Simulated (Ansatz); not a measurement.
# CaSe (Fm-3m): phonons and vibrational spectra

Task: relax CaSe (Fm-3m), then find its harmonic phonons.

Main program and level: Ansatz 0.2.0; DFT PBE, scalar-relativistic, plane waves, PAW.

This is a report of a sequence of runs, with most program output left out.

The database entry behind the starting cell differs from later determinations by our own check (0.1 to 0.3 % short, probably kX units), so it need not match the best structure at ambient conditions.

## 1. The structure

Symmetry: Fm-3m, No. 225, cubic system. The conventional cell has a = 5.912 Å, b = 5.912 Å, c = 5.912 Å, α = 90.00°, β = 90.00°, γ = 90.00°. Ca has 6 Se at 2.96 Å nearest. Nearest to Se lie 6 Ca at 2.96 Å. Farther neighbours and most contacts between anions are not listed.

## 2. Bringing the structure to rest

Harmonic phonons are second derivatives at a point where the forces vanish, and they are wanted at zero stress, so atoms and cell are relaxed first.

Input file input.yaml:

```yaml
crystal:
  lattice:
    - [0.0, 2.956, 2.956]
    - [2.956, 0.0, 2.956]
    - [2.956, 2.956, 0.0]
  atoms:
    - { symbol: Ca, position: [0.0, 0.0, 0.0] }
    - { symbol: Se, position: [0.5, 0.5, 0.5] }
kpoints:
  mp_grid: { grid: [8, 8, 8] }
hamiltonian:
  xc: pbe
scf:
  occupations: { method: gaussian, width: 0.02 }
output:
  forces: true
  stress: true
  eigenvalues: true
relax:
  adjacent_minimum: "off"
  f_tol: 0.005
  max_steps: 80
  cell: { stress_tol: 0.05 }
```

Run with:

```sh
$ ansatz run input.yaml --threads 4 --pin off --max-ram 7168MiB --backend cpu --events-out ev --progress --plain --runs-dir out
```

It took 2.3 s on 4 threads of Arm Neoverse V1, shared host; peak memory 0.34 GiB.

Relaxation path:

| step | energy less that of the first step (eV) | largest force component (eV/Å) | pressure (GPa) | volume (Å³) |
| --- | --- | --- | --- | --- |
| 1 | 0.0000 | 0.0000 | 1.17 | 51.66 |
| 2 | -0.0037 | 0.0000 | -0.40 | 53.33 |
| 3 | -0.0043 | 0.0000 | -0.01 | 52.89 |
| 4* | -0.0044 | 0.0000 | -0.01 | 52.89 |

Relaxation steps marked * repeat the geometry before them on a plane-wave basis chosen anew for their cell, so energy and pressure can jump there.

Forces are held to the 48 operations that the run works with; a distortion that breaks them can't arise in this run.

| conventional cell, symmetrised | before | after | change |
| --- | --- | --- | --- |
| a (Å) | 5.912 | 5.959 | +0.8 % |
| b (Å) | 5.912 | 5.959 | +0.8 % |
| c (Å) | 5.912 | 5.959 | +0.8 % |
| volume (Å³/atom) | 25.83 | 26.45 | +2.4 % |

The relaxed structure:

```
Ca Se
1.0
     0.00000    2.97937    2.97937
     2.97937    0.00000    2.97937
     2.97937    2.97937    0.00000
Ca Se
1 1
Direct
  0.00000 0.00000 0.00000
  0.50000 0.50000 0.50000
```

Numbers from this step:

| Property | Result |
| --- | --- |
| pressure | -0.01461 GPa |
| gap on the k-mesh | 2.084 eV |
| volume per atom | 26.45 Å³ |
| direct gap on mesh | 2.996 eV |

In this step the volume went from 25.83 to 26.45 Å³/atom.

## 3. Relaxing to small forces for the phonons

Phonons need a cell at rest on their own settings, so the relaxation is repeated with tight tolerances on forces and stress on the k mesh and occupations of the first response run.

input.yaml, the sections that differ from step 2:

```yaml
crystal:
  lattice:
    - [0.0, 2.9793658347, 2.9793658347]
    - [2.9793658347, 0.0, 2.9793658347]
    - [2.9793658347, 2.9793658347, 0.0]
  atoms:
    - { symbol: Ca, position: [0.0, 0.0, 0.0] }
    - { symbol: Se, position: [0.5, 0.5, 0.5] }
scf:
  occupations: { method: fixed }
relax:
  adjacent_minimum: "off"
  f_tol: 0.001
  max_steps: 60
  cell: { stress_tol: 0.01 }
# kpoints, hamiltonian, output: as in step 2
```

It took 1.7 s on 4 threads; peak memory 0.34 GiB; 5.4 s of CPU time.

Little changed from the start: no atom moved by 0.005 Å and no cell edge by 0.1 %.

Numbers from this step:

| Item | Value |
| --- | --- |
| pressure | 0.004668 GPa |
| gap on the k-mesh | 2.083 eV |
| volume per atom | 26.44 Å³ |
| direct gap on mesh | 2.995 eV |

The forces vanish by symmetry and the pressure is 0.005 GPa, within the tolerances set. The cell now holds 26.44 Å³/atom.

## 4. Linear response at the zone centre

The zone centre comes first: it holds the modes that light can see, as far as symmetry allows. The response to a homogeneous field gives the Born charges and the dielectric tensor.

input.yaml, the sections that differ from step 3:

```yaml
crystal:
  lattice:
    - [0.0, 2.9789659855, 2.9789659855]
    - [2.9789659855, 0.0, 2.9789659855]
    - [2.9789659855, 2.9789659855, 0.0]
  atoms:
    - { symbol: Ca, position: [0.0, 0.0, 0.0] }
    - { symbol: Se, position: [0.5, 0.5, 0.5] }
output:
  eigenvalues: true
phonons:
  method: dfpt
  dielectric: true
  rigid_motions: translations
# kpoints, hamiltonian, scf: as in step 3
# relax: removed
```

Elapsed: 17 s, on 4 threads; peak memory 0.55 GiB; 64 s of CPU time.

This step gave:

| Item | Value |
| --- | --- |
| sum-rule residual before enforcement | 1.35e-4 eV/Å² |
| miss of the charge sum rule | 5.55e-4 e |
| estimated error of the dielectric tensor | 0.01453 |
| estimated error of the Born charges | 0.01713 e |
| point group | m-3m |
| highest optical mode at the zone centre (no LO-TO term) | 169.2 cm⁻¹ |
| lowest optical zone-centre mode | 169.2 cm⁻¹ |
| mean high-frequency dielectric constant | 5.624 |
| largest Born charge (third of the trace) | 2.378 e |
| mean static dielectric constant | 12.54 |
| top of the zone-centre spectrum with the field | 252.7 cm⁻¹ |

Without the LO-TO term. Patterns of degenerate modes are one choice out of their space. The modes at Γ (shares of kinetic energy by element, %):

| mode | frequency (cm⁻¹) | symmetry | Ca % | Se % |
| --- | --- | --- | --- | --- |
| 1 | 0.0 | acoustic | 34 | 66 |
| 2 | 0.0 | acoustic | 34 | 66 |
| 3 | 0.0 | acoustic | 34 | 66 |
| 4 | 169.2 | T1u | 66 | 34 |
| 5 | 169.2 | T1u | 66 | 34 |
| 6 | 169.2 | T1u | 66 | 34 |

Displacements in mode 6 (169.2 cm⁻¹), the largest set to 1:
```
Ca1  0.00  0.00  1.00
Se2  0.00  0.00 -0.51
```

Optical modes at the zone centre, without and with the macroscopic field of the longitudinal modes; each column is sorted by frequency, so a row need not hold one and the same mode. Modes with and without the field, by row:

| rank among optical modes | no field (cm⁻¹) | q along (1, 0, 0) (cm⁻¹) |
| --- | --- | --- |
| 1 | 169.2 | 169.2 |
| 2 | 169.2 | 169.2 |
| 3 | 169.2 | 252.7 |

Born charge (rows field, columns displacement) (e), principal values of the symmetric part by kind of site:

| atom | atoms with these values | low | middle | high | mean |
| --- | --- | --- | --- | --- | --- |
| Ca1 | 1 | 2.38 | 2.38 | 2.38 | 2.38 |
| Se2 | 1 | -2.38 | -2.38 | -2.38 | -2.38 |

In full for Ca1:

```
2.38 0.00 0.00
0.00 2.38 0.00
0.00 0.00 2.38
```

High-frequency dielectric tensor:

```
5.62 0.00 0.00
0.00 5.62 0.00
0.00 0.00 5.62
```

Static dielectric tensor (ions relaxed, fixed cell):

```
12.54  0.00  0.00
 0.00 12.54  0.00
 0.00  0.00 12.54
```

Transverse modes. Infrared lines, with heights relative to the strongest:

| position (cm⁻¹) | label | relative intensity |
| --- | --- | --- |
| 169 | T1u | 100 |

Before it was imposed, the acoustic sum rule was missed by 1.4e-4 eV/Å² and the charge sum rule by 5.5e-4 e. Small misses are needed for a sound result but don't prove that mesh and cutoff are converged. The lowest optical mode is real, 169 cm⁻¹.

## 5. Phonons on a q mesh

Stability and thermal properties need the whole zone. Linear response on a 4×4×4 q mesh gives force constants as far as a supercell of that size would, and the tensors from the zone-centre run are typed in so that the long-range dipole term is interpolated apart.

input.yaml, the sections that differ from step 4:

```yaml
phonons:
  method: dfpt
  qmesh: [4, 4, 4]
  temperatures: { t_max: 1000, t_step: 50 }
  qpath:
    path:
      - [[0.0, 0.0, 0.0], [0.5, 0.0, 0.5], [0.625, 0.25, 0.625]]
      - [[0.375, 0.375, 0.75], [0.0, 0.0, 0.0], [0.5, 0.5, 0.5], [0.5, 0.25, 0.75], [0.5, 0.0, 0.5]]
    npoints: 10
  non_analytic_term:
    high_frequency_dielectric_tensor: [[5.6237, 0.0, 0.0], [0.0, 5.6237, 0.0], [0.0, 0.0, 5.6237]]
    born_effective_charges:
      - { species: Ca, tensor: [[2.3781, 0.0, 0.0], [0.0, 2.3781, 0.0], [0.0, 0.0, 2.3781]] }
      - { species: Se, tensor: [[-2.3781, 0.0, 0.0], [0.0, -2.3781, 0.0], [0.0, 0.0, -2.3781]] }
    source: "zone-centre run at this cell"
# crystal, kpoints, hamiltonian, scf, output: as in step 4
```

Run time: 1.8 min. Hardware: 4 threads; peak memory 1.3 GiB.

This step gave:

```yaml
sum_rule_residual_before_enforcement: 4.38e-5 eV/Å²
lowest_frequency_on_the_path: 0 cm⁻¹
highest_frequency_on_the_path_or_at_a_solved_wavevector: 252.6 cm⁻¹
mean_frequency: 143.7 cm⁻¹
debye_temperature_second_moment: 280 K
logarithmic_mean_frequency: 135.6 cm⁻¹
lowest_mode_on_the_q_mesh_acoustic_modes_at_gamma_apart: 61.9 cm⁻¹
zero_point_energy_per_atom: 26.72 meV
heat_capacity_at_300_k: 23.89 J/(mol atoms K)
vibrational_entropy_at_300_k: 36.21 J/(mol atoms K)
```

Frequencies (cm⁻¹) solved at each irreducible wavevector; negative means imaginary. Frequencies by wavevector, by row:

| q in reciprocal lattice units | star | mode 1 | mode 2 | mode 3 | mode 4 | mode 5 | mode 6 |
| --- | --- | --- | --- | --- | --- | --- | --- |
| 0 0 0 | 1 | 0 | 0 | 0 | 169.2 | 169.2 | 169.2 |
| 0 0 0.25 | 8 | 72 | 72 | 105.6 | 162.4 | 162.4 | 250.8 |
| 0 0 -0.5 | 4 | 114.3 | 114.3 | 145 | 145 | 153.8 | 246.8 |
| 0 0.25 0.25 | 6 | 61.9 | 61.9 | 126.5 | 172.6 | 172.6 | 204.6 |
| 0 0.25 -0.5 | 24 | 95.6 | 116 | 126.5 | 162.8 | 171.1 | 206.4 |
| 0 0.25 -0.25 | 12 | 91.1 | 113.1 | 141.8 | 144.8 | 177.2 | 217.4 |
| 0 -0.5 -0.5 | 3 | 81.7 | 81.7 | 121.3 | 174.6 | 174.6 | 184.6 |
| 0.25 -0.5 -0.25 | 6 | 107.1 | 107.1 | 129.7 | 173.1 | 180.4 | 180.4 |

Interpolated from a 4×4×4 q mesh, with the LO-TO term (at Γ the limit along the path; where Γ stands inside the path, tables give the limit on arrival). The phonon branches at the labelled points (cm⁻¹):

| point | branch 1 | branch 2 | branch 3 | branch 4 | branch 5 | branch 6 |
| --- | --- | --- | --- | --- | --- | --- |
| Γ | 0 | 0 | 0 | 169 | 169 | 253 |
| halfway | 62 | 62 | 126 | 173 | 173 | 205 |
| X | 82 | 82 | 121 | 175 | 175 | 185 |
| halfway | 87 | 96 | 120 | 172 | 180 | 184 |
| U | 99 | 115 | 123 | 164 | 182 | 191 |
| jump to K | 99 | 115 | 123 | 164 | 182 | 191 |
| halfway | 73 | 93 | 122 | 151 | 177 | 234 |
| Γ | 0 | 0 | 0 | 169 | 169 | 253 |
| halfway | 72 | 72 | 106 | 162 | 162 | 251 |
| L | 114 | 114 | 145 | 145 | 154 | 247 |
| halfway | 110 | 115 | 135 | 155 | 170 | 215 |
| W | 107 | 107 | 130 | 173 | 180 | 180 |
| halfway | 91 | 106 | 118 | 176 | 177 | 183 |
| X | 82 | 82 | 121 | 175 | 175 | 185 |

The phonon density of states has structure finer than the step of the table below, so its rows give means over 10 cm⁻¹, whole bins alone (the curve runs from 1 to 253 cm⁻¹). Peaks (cm⁻¹: height): 115.0: 0.0894, 135.0: 0.0623, 173.0: 0.108.

Tetrahedra on a 20×20×20 mesh, mean over bins of 2 cm-1. Interpolated from a 4×4×4 q mesh. The phonon density of states by wavenumber; means over each step:

| wavenumber (cm⁻¹) | phonon density of states (1/cm⁻¹/cell) |
| --- | --- |
| 10 | 9.6e-5 |
| 20 | 5.6e-4 |
| 30 | 0.00141 |
| 40 | 0.00279 |
| 50 | 0.00502 |
| 60 | 0.00851 |
| 70 | 0.0140 |
| 80 | 0.0250 |
| 90 | 0.0349 |
| 100 | 0.0415 |
| 110 | 0.0553 |
| 120 | 0.0395 |
| 130 | 0.0408 |
| 140 | 0.0305 |
| 150 | 0.0303 |
| 160 | 0.0529 |
| 170 | 0.0820 |
| 180 | 0.0422 |
| 190 | 0.0169 |
| 200 | 0.0150 |
| 210 | 0.0138 |
| 220 | 0.0133 |
| 230 | 0.0132 |
| 240 | 0.0137 |

Phonopy on the run's constants, 17x17x17 mesh, Gaussian sigma 2.0 cm-1. Interpolated from a 4×4×4 q mesh. The partial phonon density of states by wavenumber; read off at these points; values in 1/cm⁻¹/cell:

| wavenumber (cm⁻¹) | Ca | Se |
| --- | --- | --- |
| -10.0 | 0 | 0 |
| -5.0 | 0 | 8.3e-6 |
| 0.0 | 3.7e-5 | 7.7e-5 |
| 5.0 | 5.0e-6 | 5.0e-6 |
| 10.0 | 0 | 0 |
| 15.0 | 9.0e-5 | 1.8e-4 |
| 20.0 | 2.8e-4 | 5.6e-4 |
| 25.0 | 2.0e-4 | 3.9e-4 |
| 30.0 | 6.1e-4 | 0.00123 |
| 35.0 | 7.2e-4 | 0.00147 |
| 40.0 | 6.8e-4 | 0.00145 |
| 45.0 | 0.00146 | 0.00309 |
| 50.0 | 0.00160 | 0.00347 |
| 55.0 | 0.00193 | 0.00423 |
| 60.0 | 0.00289 | 0.00642 |
| 65.0 | 0.00302 | 0.00679 |
| 70.0 | 0.00455 | 0.0105 |
| 75.0 | 0.00531 | 0.0124 |
| 80.0 | 0.00740 | 0.0178 |
| 85.0 | 0.00916 | 0.0229 |
| 90.0 | 0.00960 | 0.0254 |
| 95.0 | 0.00970 | 0.0275 |
| 100.0 | 0.00992 | 0.0311 |
| 105.0 | 0.00973 | 0.0350 |
| 110.0 | 0.00909 | 0.0431 |
| 115.0 | 0.00795 | 0.0574 |
| 120.0 | 0.00625 | 0.0336 |
| 125.0 | 0.00512 | 0.0204 |
| 130.0 | 0.00728 | 0.0326 |
| 132.7 | 0.00974 | 0.0394 |
| 135.0 | 0.0103 | 0.0381 |
| 140.0 | 0.00867 | 0.0231 |
| 145.0 | 0.0113 | 0.00715 |
| 150.0 | 0.0237 | 0.00735 |
| 155.0 | 0.0324 | 0.0124 |
| 160.0 | 0.0375 | 0.0156 |
| 165.0 | 0.0432 | 0.0182 |
| 170.0 | 0.0573 | 0.0241 |
| 173.2 | 0.0646 | 0.0271 |
| 175.0 | 0.0581 | 0.0241 |
| 180.0 | 0.0293 | 0.0106 |
| 185.0 | 0.0188 | 0.00400 |
| 190.0 | 0.0129 | 0.00166 |
| 195.0 | 0.0161 | 0.00137 |
| 196.1 | 0.0170 | 0.00136 |
| 200.0 | 0.0112 | 8.3e-4 |
| 205.0 | 0.0174 | 0.00106 |
| 210.0 | 0.00892 | 6.2e-4 |
| 215.0 | 0.0144 | 0.00109 |
| 217.2 | 0.0153 | 9.6e-4 |
| 220.0 | 0.0116 | 0.00118 |
| 225.0 | 0.00960 | 1.0e-3 |
| 230.0 | 0.0148 | 0.00182 |
| 235.0 | 0.00945 | 0.00142 |
| 240.0 | 0.0125 | 0.00211 |
| 245.0 | 0.0107 | 0.00208 |
| 250.0 | 0.00588 | 0.00188 |
| 255.0 | 4.6e-4 | 1.9e-4 |
| 260.0 | 0 | 0 |

Second derivatives of the energy by pair, one row for each kind of neighbour of each atom listed. Each entry sums the pair over the periodic images of the supercell that the q mesh stands for, and in a polar crystal it holds the long-range dipole part too. Force constants by pair, by row:

| atom | neighbour | distance (Å) | third of the trace (eV/Å²) | along the pair's line (eV/Å²) |
| --- | --- | --- | --- | --- |
| Ca1 | itself | 0 | 4.295 | – |
| Ca1 | Se | 2.979 | -0.608 | -1.169 |
| Ca1 | Ca | 4.213 | -0.0076 | -0.5465 |
| Ca1 | Se | 5.16 | -0.0187 | 0.1353 |
| Ca1 | Ca | 5.958 | -0.1246 | -0.3363 |
| Ca1 | Se | 6.661 | 0.0227 | 0.1319 |
| Ca1 | Ca | 7.297 | -0.0087 | -0.0712 |
| Se2 | itself | 0 | 4.696 | – |
| Se2 | Ca | 2.979 | -0.608 | -1.169 |
| Se2 | Se | 4.213 | -0.0694 | -0.4673 |
| Se2 | Ca | 5.16 | -0.0187 | 0.1353 |
| Se2 | Se | 5.958 | -0.0557 | -0.2275 |
| Se2 | Ca | 6.661 | 0.0227 | 0.1319 |
| Se2 | Se | 7.297 | -0.0097 | -0.064 |

Harmonic thermodynamic functions per atom, from the density of states. Interpolated from a 4×4×4 q mesh. Thermodynamic functions, by row:

| T (K) | F_vib (meV/atom) | S (J/mol-atom/K) | C_V (J/mol-atom/K) |
| --- | --- | --- | --- |
| 0 | 26.72 | 0 | 0 |
| 50 | 26.24 | 3.481 | 8.186 |
| 100 | 22.11 | 12.51 | 17.55 |
| 200 | 1.22 | 26.74 | 22.68 |
| 300 | -31.69 | 36.21 | 23.89 |
| 400 | -72.97 | 43.15 | 24.34 |
| 500 | -120.6 | 48.61 | 24.55 |
| 600 | -173.4 | 53.1 | 24.67 |
| 700 | -230.4 | 56.91 | 24.74 |
| 800 | -291.2 | 60.21 | 24.79 |
| 900 | -355.1 | 63.13 | 24.82 |
| 1000 | -421.9 | 65.75 | 24.84 |

Harmonic mean-square displacement, third of the trace. Interpolated from a 4×4×4 q mesh. Mean square displacements, by row:

| T (K) | Ca1 U_eq (Å²) | Se2 U_eq (Å²) |
| --- | --- | --- |
| 0 | 0.00283 | 0.00194 |
| 100 | 0.00415 | 0.00336 |
| 300 | 0.01001 | 0.00878 |
| 600 | 0.01953 | 0.0173 |

Symmetry leaves 8 wavevectors to solve. The lowest mode among them, the acoustic zeros apart, lies at q = (0, 0.25, 0.25) and is real, 61.9 cm⁻¹.

## 6. Finite displacements in a supercell

Finite displacements in a 2×2×2 supercell give force constants from forces alone. They are exact at the wavevectors that the supercell holds, where they check the linear-response result.

Changes to input.yaml since step 5:

```diff
@@ -17,4 +17,4 @@
 phonons:
-  method: dfpt
-  qmesh: [4, 4, 4]
+  method: fd
+  supercell: [2, 2, 2]
   temperatures: { t_max: 1000, t_step: 50 }
```

Run time: 40 s. Hardware: 4 threads; peak memory 1.5 GiB; 2.5 min of CPU time.

Numbers from this step:

- atoms in the supercell: 16
- sum-rule residual before enforcement: 1.74e-4 eV/Å²

Interpolated from a 2×2×2 supercell, rough between the solved points, with the LO-TO term (at Γ the limit along the path; where Γ stands inside the path, tables give the limit on arrival). The phonon branches at the labelled points (cm⁻¹):

| point | branch 1 | branch 2 | branch 3 | branch 4 | branch 5 | branch 6 |
| --- | --- | --- | --- | --- | --- | --- |
| Γ | 0 | 0 | 0 | 169 | 169 | 253 |
| halfway | 67 | 67 | 126 | 178 | 178 | 210 |
| X | 82 | 82 | 121 | 174 | 174 | 185 |
| halfway | 84 | 95 | 119 | 172 | 178 | 186 |
| U | 92 | 114 | 120 | 162 | 188 | 189 |
| jump to K | 92 | 114 | 120 | 162 | 188 | 189 |
| halfway | 77 | 96 | 122 | 142 | 183 | 235 |
| Γ | 0 | 0 | 0 | 169 | 169 | 253 |
| halfway | 75 | 75 | 108 | 160 | 160 | 250 |
| L | 114 | 114 | 145 | 145 | 154 | 247 |
| halfway | 106 | 108 | 136 | 154 | 171 | 220 |
| W | 106 | 106 | 121 | 166 | 185 | 185 |
| halfway | 90 | 102 | 117 | 171 | 179 | 186 |
| X | 82 | 82 | 121 | 174 | 174 | 185 |

The phonon density of states has structure finer than the step of the table below, so its rows give means over 10 cm⁻¹, whole bins alone (the curve runs from 1 to 253 cm⁻¹). Peaks (cm⁻¹: height): 103.0: 0.0577, 111.0: 0.0852, 133.0: 0.0520, 177.0: 0.0715.

Tetrahedra on a 18×18×18 mesh, mean over bins of 2 cm-1. Interpolated from a 2×2×2 supercell, rough between the solved points. Phonon density of states against wavenumber; means over each step:

| wavenumber (cm⁻¹) | phonon density of states (1/cm⁻¹/cell) |
| --- | --- |
| 10 | 8.3e-5 |
| 20 | 4.7e-4 |
| 30 | 0.00117 |
| 40 | 0.00229 |
| 50 | 0.00404 |
| 60 | 0.00680 |
| 70 | 0.0118 |
| 80 | 0.0263 |
| 90 | 0.0415 |
| 100 | 0.0495 |
| 110 | 0.0643 |
| 120 | 0.0254 |
| 130 | 0.0412 |
| 140 | 0.0319 |
| 150 | 0.0367 |
| 160 | 0.0455 |
| 170 | 0.0512 |
| 180 | 0.0549 |
| 190 | 0.0224 |
| 200 | 0.0143 |
| 210 | 0.0144 |
| 220 | 0.0149 |
| 230 | 0.0156 |
| 240 | 0.0165 |

At Γ the two methods differ by at most 0.0 cm⁻¹.

## 7. What came out

```json
{
  "space group after relaxation (within 0.01 Å)": "Fm-3m",
  "volume per atom": "26.4 Å³",
  "gap on the k-mesh": "2.08 eV",
  "highest optical mode at the zone centre (no LO-TO term)": "169 cm⁻¹",
  "top of the zone-centre spectrum with the field": "253 cm⁻¹",
  "lowest optical zone-centre mode": "169 cm⁻¹",
  "mean high-frequency dielectric constant": "5.62",
  "mean static dielectric constant": "12.5",
  "largest Born charge (third of the trace)": "2.38 e",
  "lowest mode on the q mesh (acoustic modes at Γ apart)": "61.9 cm⁻¹",
  "highest frequency on the path or at a solved wavevector": "253 cm⁻¹",
  "zero-point energy per atom": "26.7 meV",
  "heat capacity at 300 K": "23.9 J/(mol atoms K)",
  "vibrational entropy at 300 K": "36.2 J/(mol atoms K)",
  "Debye temperature (second moment)": "280 K",
  "imaginary modes on the 4×4×4 q mesh": "none"
}
```

**Reading.** The structure is a minimum as far as tested: no mode is imaginary at the 8 irreducible wavevectors of the 4×4×4 mesh, and the softest away from the acoustic zeros lies at 62 cm⁻¹. Without the field, the optical modes at Γ form one degenerate level at 169 cm⁻¹. The highest mode in this list at Γ, 169.2 cm⁻¹, has its largest share on Ca (66 % of the kinetic energy). With the macroscopic field of the longitudinal modes the top of the zone-centre spectrum lies at 253 cm⁻¹, against 169 cm⁻¹ without it. Lattice motion raises the mean dielectric constant from 5.624 to 12.54. The strongest infrared line is at 169 cm⁻¹. Finite displacements and linear response differ by 0.0 cm⁻¹ in the highest zone-centre mode. These are harmonic frequencies at zero temperature: anharmonic shifts, linewidths and thermal expansion are left out.

[Logs are printed without paths, hosts, clocks, repeated set-up lines and the standing remarks that a program may print on its own settings, such as how far it seeks lower states.]

[Hosts, paths, dates, database ids (printed as entryN), source tags and the programs' standing remarks are cut or masked in the printed files.]
